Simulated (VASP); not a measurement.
# In (I4/mmm) in VASP: single point with PBEsol

Aim: the single point of In with PBEsol.

Everything below comes from runs of VASP 6.6.1. Logs are shortened: lines on timing, memory, paths and dates and some standing lists are left out, and cuts for length are marked.

## (1) Starting point

It takes space group I4/mmm (No. 139, tetragonal). Conventional cell: a = 3.313 Å, b = 3.313 Å, c = 4.665 Å, α = 90.00°, β = 90.00°, γ = 90.00°. In (site symmetry 4/mmm) is surrounded by 12 In at 3.31 Å.

## (2) Single point, PBEsol, non-collinear spin, zero start, spin-orbit coupling

INCAR reads:

```
SYSTEM = In
PREC     = Accurate       ! precision mode
ENCUT    = 520            ! plane-wave cutoff, eV
EDIFF    = 1E-7           ! SCF threshold, eV
ISMEAR   = 0              ! smearing method
SIGMA    = 0.1            ! smearing width, eV
LREAL    = .FALSE.        ! projectors in reciprocal space
LASPH    = .TRUE.         ! aspherical terms in the spheres
NELM     = 80             ! most SCF steps
ALGO     = Fast           ! electronic algorithm
ISIF     = 2              ! what is computed and relaxed
LWAVE    = .FALSE.        ! write WAVECAR
LCHARG   = .FALSE.        ! write CHGCAR
MAGMOM   = 0 0 0          ! initial moments
LORBIT   = 11             ! projections on sites
LSORBIT  = .TRUE.         ! spin-orbit coupling
GGA_COMPAT= .FALSE.      
GGA      = PS             ! functional
NBANDS   = 24             ! bands
```

KPOINTS reads:

```
Automatic mesh
0
G
  18 18 18
  0 0 0
```

POSCAR reads:

```
In
1.0
   -1.6567500000      1.6567500000      2.3325100000
    1.6567500000     -1.6567500000      2.3325100000
    1.6567500000      1.6567500000     -2.3325100000
In
1
Direct
    0.0000000000      0.0000000000      1.0000000000
```

Potentials or basis: VASP PAW PBE potentials, release 64 (In_d).

Run with:

```sh
$ cat potpaw_PBE.64/In_d/POTCAR > POTCAR
$ mpirun -np 1 vasp_ncl > vasp.out
```

OUTCAR:

```text
SYSTEM = In
   PREC = Accurate
   ENCUT = 520
   EDIFF = 1E-7
   ISMEAR = 0
   LREAL = .FALSE.
   LASPH = .TRUE.
   NELM = 80
   ISIF = 2
   LORBIT = 11
   LSORBIT = .TRUE.
   GGA = PS

 ion  position               nearest neighbor table
   1  0.000  0.000  0.000-

  LATTYP: Found a body centered tetragonal cell.
 ALAT       =     3.3135000000
 C/A-ratio  =     1.4078829033

  Lattice vectors:

 A1 = (  -1.6567500000,   1.6567500000,   2.3325100000)
 A2 = (   1.6567500000,  -1.6567500000,   2.3325100000)
 A3 = (   1.6567500000,   1.6567500000,  -2.3325100000)

Analysis of symmetry for initial positions (statically):
=====================================================================
 Subroutine PRICEL returns:
 Original cell was already a primitive cell.

 Routine SETGRP: Setting up the symmetry group for a
 body centered tetragonal supercell.

 Subroutine GETGRP returns: Found 16 space group operations
 (whereof 16 operations were pure point group operations)
 out of a pool of 16 trial point group operations.

The static configuration has the point symmetry D_4h.

Analysis of symmetry for dynamics (positions and initial velocities):
=====================================================================
 Subroutine PRICEL returns:
 Original cell was already a primitive cell.

 Routine SETGRP: Setting up the symmetry group for a
 body centered tetragonal supercell.

 Subroutine GETGRP returns: Found 16 space group operations
 (whereof 16 operations were pure point group operations)
 out of a pool of 16 trial point group operations.

The dynamic configuration has the point symmetry D_4h.

Analysis of structural, dynamic, and magnetic symmetry:
=====================================================================
 Subroutine PRICEL returns:
 Original cell was already a primitive cell.

 Routine SETGRP: Setting up the symmetry group for a
 body centered tetragonal supercell.

 Subroutine GETGRP returns: Found 16 space group operations
 (whereof 16 operations were pure point group operations)
 out of a pool of 16 trial point group operations.

The overall configuration has the point symmetry D_4h.

 Subroutine INISYM returns: Found 16 space group operations
 (whereof 16 operations are pure point group operations),
 and found     1 'primitive' translations

----------------------------------------------------------------------------------------

                                     Primitive cell

  volume of cell :      25.6093

  direct lattice vectors                    reciprocal lattice vectors
    -1.656750000  1.656750000  2.332510000     0.000000000  0.301795684  0.214361353
     1.656750000 -1.656750000  2.332510000     0.301795684  0.000000000  0.214361353
     1.656750000  1.656750000 -2.332510000     0.301795684  0.301795684  0.000000000

  length of vectors
     3.306091957  3.306091957  3.306091957     0.370177559  0.370177559  0.426803550

  position of ions in fractional coordinates (direct lattice)
     0.000000000  0.000000000  0.000000000

  ion indices of the primitive-cell ions
   primitive index   ion index
                 1           1

----------------------------------------------------------------------------------------

 KPOINTS: Automatic mesh

Automatic generation of k-mesh.
 Grid dimensions read from file:
 generate k-points for:   18   18   18

 Generating k-lattice:

  Cartesian coordinates                     Fractional coordinates (reciprocal lattice)
     0.000000000  0.016766427  0.011908964     0.055555556  0.000000000  0.000000000
     0.016766427  0.000000000  0.011908964     0.000000000  0.055555556  0.000000000
     0.016766427  0.016766427  0.000000000     0.000000000  0.000000000  0.055555556

  Length of vectors
     0.020565420  0.020565420  0.023711308

  Shift w.r.t. Gamma in fractional coordinates (k-lattice)
     0.000000000  0.000000000  0.000000000

 Subroutine IBZKPT returns following result:
 ===========================================

 Found    480 irreducible k-points:

 Following reciprocal coordinates:
            Coordinates               Weight
  0.000000  0.000000  0.000000      1.000000
  0.055556  0.000000 -0.000000      8.000000
  0.111111  0.000000 -0.000000      8.000000
  0.166667  0.000000 -0.000000      8.000000
  0.222222  0.000000 -0.000000      8.000000
  0.277778 -0.000000  0.000000      8.000000
[... 16 lines left out ...]
 -0.277778  0.055556 -0.000000     16.000000
 -0.222222  0.055556  0.000000     16.000000
 [... further k-points ...]
   k-points           NKPTS =    480   k-points in BZ     NKDIM =    480   number of bands    NBANDS=     24
   number of dos      NEDOS =    301   number of ions     NIONS =      1
   total plane-waves  NPLWV =  21952
   dimension x,y,z NGX =    28 NGY =   28 NGZ =   28
   dimension x,y,z NGXF=    56 NGYF=   56 NGZF=   56
   ions per type =               1
   NGX,Y,Z   is equivalent  to a cutoff of  14.08, 14.08, 14.08 a.u.
   NGXF,Y,Z  is equivalent  to a cutoff of  28.16, 28.16, 28.16 a.u.
 SYSTEM =  In
   PREC   = accura    normal or accurate (medium, high low for compatibility)
   ISTART =      0    job   : 0-new  1-cont  2-samecut
   ICHARG =      2    charge: 1-file 2-atom 10-const
   ISPIN  =      1    spin polarized calculation?
   LNONCOLLINEAR =      T non collinear calculations
   LSORBIT =      T    spin-orbit coupling
   LASPH  =      T    aspherical Exc in radial PAW
   ENCUT  =  520.0 eV  38.22 Ry    6.18 a.u.   6.15  6.15  6.15*2*pi/ulx,y,z
   NELM   =     80;   NELMIN=  2; NELMDL= -5     # of ELM steps
   EDIFF  = 0.1E-06   stopping-criterion for ELM
   LREAL  =      F    real-space projection
   EDIFFG = 0.1E-05   stopping-criterion for IOM
   NSW    =      0    number of steps for IOM
   IBRION =     -1    ionic relax: 0-MD 1-quasi-New 2-CG
   NFREE  =      0    steps in history (QN), initial steepest desc. (CG)
   ISIF   =      2    stress and relaxation
   ISYM   =      2    0-nonsym 1-usesym 2-fastsym
   POTIM  = 0.5000    time-step for ionic-motion
   TEBEG  =    0.0;   TEEND  =   0.0 temperature during run
   PSTRESS=    0.0 pullay stress
   NELECT =      13.0000    total number of electrons
   NUPDOWN=      -1.0000    fix difference up-down
   EMIN   =  10.00;   EMAX   =-10.00  energy-range for DOS
   EFERMI =   0.00;   METHOD = LEGACY
   ISMEAR =     0;   SIGMA  =   0.10  broadening in eV -4-tet -1-fermi 0-gaus
   EFERMI_NEDOS =   21; number of points for ismear=-14 and -15
   IALGO  =     68    algorithm
   IMIX   =      4    mixing-type and parameters
     AMIX     =   0.40;   BMIX     =  1.00
     AMIX_MAG =   1.60;   BMIX_MAG =  1.00
  volume/ion in A,a.u.               =      25.61       172.82
  Fermi-wavevector in a.u.,A,eV,Ry     =   1.305941  2.467870 23.204480  1.705481
  Thomas-Fermi vector in A             =   2.436776
   LORBIT       =     11    0 simple, 1 ext, 2 COOP (PROOUT), +10 PAW based schemes
   GGA     = PS    functional components
   LHFCALC =     F    Hartree Fock is set to
   AEXX    =    0.0000 exact exchange contribution
   IVDW    =     0    specifies the selected vdW correction
   LEPSILON=     F    determine dielectric tensor
   LRPA    =     F    only Hartree local field effects (RPA)
 RMM-DIIS sequential band-by-band and
 Gauss-broadening in eV      SIGMA  =   0.10
  energy-cutoff  :      520.00
  volume of cell :       25.61
 maximum number of plane-waves:      1404
 NGX is ok and might be reduce to    28
   NGX = 13   NGY = 13   NGZ = 13

 number of electron      13.0000000 magnetization       0.0000000      0.0000000      0.0000000

 number of electron      13.0000002 magnetization       0.0000000     -0.0000000      0.0000000

 number of electron      13.0000002 magnetization      -0.0000000      0.0000000     -0.0000000

 Free energy of the ion-electron system (eV)
  ---------------------------------------------------
  ext. energy  EPLUGINS =         0.00000000
  ---------------------------------------------------
  free energy    TOTEN  =        -3.02166411 eV

  energy without entropy =       -3.01952231  energy(sigma->0) =       -3.02059321

 E-fermi :   7.5990     XC(G=0): -10.5067

 val. band max:        7.5960133888   @ k =   0.3889   0.2222   0.1667
 cond. band min:       7.6011980665   @ k =   0.2778   0.2778   0.1667
 fundamental gap:      0.0051846777
 Fermi energy:         7.5990036526

 k-point     1 :       0.0000    0.0000    0.0000
  band No.  band energies     occupation
      1      -7.4093      1.00000
      2      -7.4093      1.00000
      3      -7.4085      1.00000
      4      -7.4085      1.00000
      5      -6.6296      1.00000
      6      -6.6296      1.00000
[... 637 lines left out ...]
     23      22.6801      0.00000
     24      22.6806      0.00000

 [... further k-points ...]

------------------------ aborting loop because EDIFF is reached ----------------------------------------

  FORCE on cell =-STRESS in cart. coord.  units (eV):
  Direction    XX          YY          ZZ          XY          YZ          ZX
  --------------------------------------------------------------------------------------
  -------------------------------------------------------------------------------------
  Total       -0.0150195     -0.0150195     -0.0050572      0.0000000     -0.0000000      0.0000000
  in kB       -0.9396539     -0.9396539     -0.3163888      0.0000000     -0.0000000      0.0000000
  external PRESSURE =      -0.7318989 kB  Pullay stress =       0.0000000 kB

 VOLUME and BASIS-vectors are now :
 -----------------------------------------------------------------------------
  energy-cutoff  :      520.00
  volume of cell :       25.61
      direct lattice vectors                 reciprocal lattice vectors
    -1.656750000  1.656750000  2.332510000     0.000000000  0.301795684  0.214361353
     1.656750000 -1.656750000  2.332510000     0.301795684  0.000000000  0.214361353
     1.656750000  1.656750000 -2.332510000     0.301795684  0.301795684  0.000000000

 POSITION                                       TOTAL-FORCE (eV/Angst)
 -----------------------------------------------------------------------------------
      0.00000      0.00000      0.00000        -0.000000      0.000000      0.000000
 -----------------------------------------------------------------------------------
    total drift:                               -0.000000     -0.000000     -0.000000

  FREE ENERGIE OF THE ION-ELECTRON SYSTEM (eV)
  ---------------------------------------------------
  free  energy   TOTEN  =        -3.0216641081 eV

  energy  without entropy=       -3.0195223143  energy(sigma->0) =       -3.02059321

 Spin-Orbit-Coupling matrix elements

 Ion:    1  E_soc:     -0.0714017
 l=   1
     0.0000000    -0.0055622    -0.0055343
    -0.0055622     0.0000000    -0.0055622
    -0.0055343    -0.0055622     0.0000000
 l=   2
     0.0000000    -0.0012726     0.0000000    -0.0012726    -0.0050914
    -0.0012726     0.0000000    -0.0038174    -0.0012568    -0.0012570
     0.0000000    -0.0038174     0.0000000    -0.0038174     0.0000000
    -0.0012726    -0.0012568    -0.0038174     0.0000000    -0.0012570
    -0.0050914    -0.0012570     0.0000000    -0.0012570     0.0000000
 l=   3
     0.0000000     0.0000000     0.0000000     0.0000000     0.0000000     0.0000000     0.0000000
     0.0000000     0.0000000     0.0000000     0.0000000     0.0000000     0.0000000     0.0000000
     0.0000000     0.0000000     0.0000000     0.0000000     0.0000000     0.0000000     0.0000000
     0.0000000     0.0000000     0.0000000     0.0000000     0.0000000     0.0000000     0.0000000
     0.0000000     0.0000000     0.0000000     0.0000000     0.0000000     0.0000000     0.0000000
     0.0000000     0.0000000     0.0000000     0.0000000     0.0000000     0.0000000     0.0000000
     0.0000000     0.0000000     0.0000000     0.0000000     0.0000000     0.0000000     0.0000000

 total charge

# of ion       s       p       d       tot
------------------------------------------
    1        0.995   0.504   9.852  11.350

 magnetization (x)

# of ion       s       p       d       tot
------------------------------------------
    1       -0.000   0.000   0.000  -0.000

 magnetization (y)

# of ion       s       p       d       tot
------------------------------------------
    1        0.000   0.000  -0.000   0.000

 magnetization (z)

# of ion       s       p       d       tot
------------------------------------------
    1        0.000   0.000   0.000   0.000
```

Wall time 12 min (1 thread of Intel Xeon Platinum 8375C at 2.90GHz (Ice Lake), shared host); peak memory 0.53 GiB.

Results:

```yaml
Free_energy: -3.0217 eV
Pressure: -0.1 GPa
Net_moment: 0.00 μB per cell
Valence_electrons_inside_the_program's_atomic_spheres: In 11.35
```

Moments on the atoms (μB; x, y, z):
```
In  0.00 0.00 0.00
```

Caveat: the PAW data sets were made with another functional, which shifts forces and pressure a little.
